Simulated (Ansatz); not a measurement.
AlN: single point with PBE

**What was measured.**

From “Structural and optical properties of self-assembled AlN nanowires grown on SiO2/Si substrates by molecular beam epitaxy”, 2024, arxiv:2402.00216, for a bulk crystal of AlN at 0 K: band gap 6.0343 eV (an exciton energy, a little under the gap).

Crystal: AlN.

```
CELL_PARAMETERS angstrom
3.11300 0.00000 0.00000
-1.55650 2.69594 0.00000
0.00000 0.00000 4.98100
ATOMIC_POSITIONS crystal
Al 0.66667 0.33333 0.50000
Al 0.33333 0.66667 0.00000
N 0.66667 0.33333 0.88000
N 0.33333 0.66667 0.38000
```

- Program: Ansatz 0.2.0
- Task: single point
- Functional: PBE
- Potentials or basis: Ansatz PAW
- Cutoff: 300 eV
- Density cutoff: 1200 eV
- k mesh: 10 × 10 × 6
- Occupations: fermi-dirac, width 0.05 eV
- Spin: no spin polarisation

```yaml
Pressure: 3.9 GPa
Largest_force: 0.124 eV/Å
Band_gap_on_the_k_mesh: 4.18 eV, direct
```

Forces in eV/Å, atoms in the order of the input:
```
Al   0.000  0.000 -0.124
Al   0.000  0.000 -0.124
N    0.000  0.000  0.124
N    0.000  0.000  0.124
```

Stress tensor (GPa, compression positive):
```
3.28 0.00 0.00
0.00 3.28 0.00
0.00 0.00 5.11
```

Levels at points of the mesh, in eV from the valence-band top:
| k point | band 6 | band 7 | band 8 | band 9 | band 10 | band 11 |
| --- | --- | --- | --- | --- | --- | --- |
| (0.00, 0.00, 0.00) | -0.19 | -0.19 | 0.00 | 4.18 | 6.66 | 10.66 |
| (0.00, 0.00, -0.50) | -0.50 | -0.50 | -0.50 | 6.45 | 6.45 | 10.38 |
| (0.00, -0.50, 0.00) | -2.04 | -1.75 | -0.64 | 5.84 | 5.85 | 8.20 |
| (0.00, -0.50, -0.50) | -1.43 | -1.35 | -1.35 | 5.34 | 5.34 | 9.31 |

Wall time 0.5 s on 2 threads of Intel(R) Xeon(R) 6975P-C (Granite Rapids), with other jobs on the host, peak memory 0.33 GiB.

Measured gap of AlN: 6.0343 eV (an exciton energy, a little under the gap; 0 K; quoted in “Structural and optical properties of self-assembled AlN nanowires grown on SiO2/Si substrates by molecular beam epitaxy”, 2024, arxiv:2402.00216). This calculation gives 4.18 eV (-1.86 eV). 2 values of this kind are on record (6.034 to 6.0343 eV); this one was drawn at random. The value is that of PBE on a finite k mesh, which can miss the band edges, without temperature or zero-point motion. Semilocal functionals fall short of measured gaps as a rule.

Caveat: the pressure holds a Pulay correction of +12.1 GPa for the finite cutoff; the cutoff lies under the one recommended for these potentials.
